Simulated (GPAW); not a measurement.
Pt:

```
Pt
1.0
     0.00000    1.96090    1.96090
     1.96090    0.00000    1.96090
     1.96090    1.96090    0.00000
Pt
1
Direct
  0.00000 0.00000 0.00000
```

Program: GPAW 26.7.0. Alike in all runs: cell as given; cutoff (eV) 600.

Q: Order these runs on this cell by their pressure, lowest first.
A. level BP86+U; potentials or basis PAW data sets generated in the run's folder for this functional, pw; spin collinear, random start; U Pt d U = 2 eV; k mesh 12 × 12 × 12; smearing fermi-dirac 0.05 eV; U projector left unscaled no
B. level PBEsol; potentials or basis PAW data sets generated in the run's folder for this functional, pw; spin off; k mesh 12 × 12 × 12; smearing gaussian 0.1 eV
C. level RPBE; potentials or basis the program's PAW data sets (release 1.2.1) made for this functional, pw; spin off; k mesh 12 × 12 × 12; smearing fermi-dirac 0.05 eV; band path GXWKGLUWLK,UX; band points 80
D. level PBE; potentials or basis GPAW PAW data sets (gpaw-data 1.2.1), pw; spin off; k mesh 12 × 12 × 12; smearing gaussian 0.024 eV
E. level r4SCAN; potentials or basis GPAW PAW data sets (gpaw-data 1.2.1), pw; spin SOC, no magnetisation; k mesh 9 × 9 × 9; smearing fermi-dirac 0.05 eV; band path GXWKGLUWLK,UX; band points 80; spin axis theta (degrees) 90; spin axis phi (degrees) 45

A: B (-0.9 GPa), E (4.1 GPa), A (8.1 GPa), D (9.7 GPa), C (14.5 GPa).

Caveats: the U is typed as a test and isn't derived for this compound (some runs); spin-orbit coupling was added after a scalar SCF, so levels and gaps hold it while energy, forces, pressure and moments don't (some runs); the PAW data sets were made with another functional, which shifts forces and pressure a little (some runs).

Not every run made on this cell is shown here.
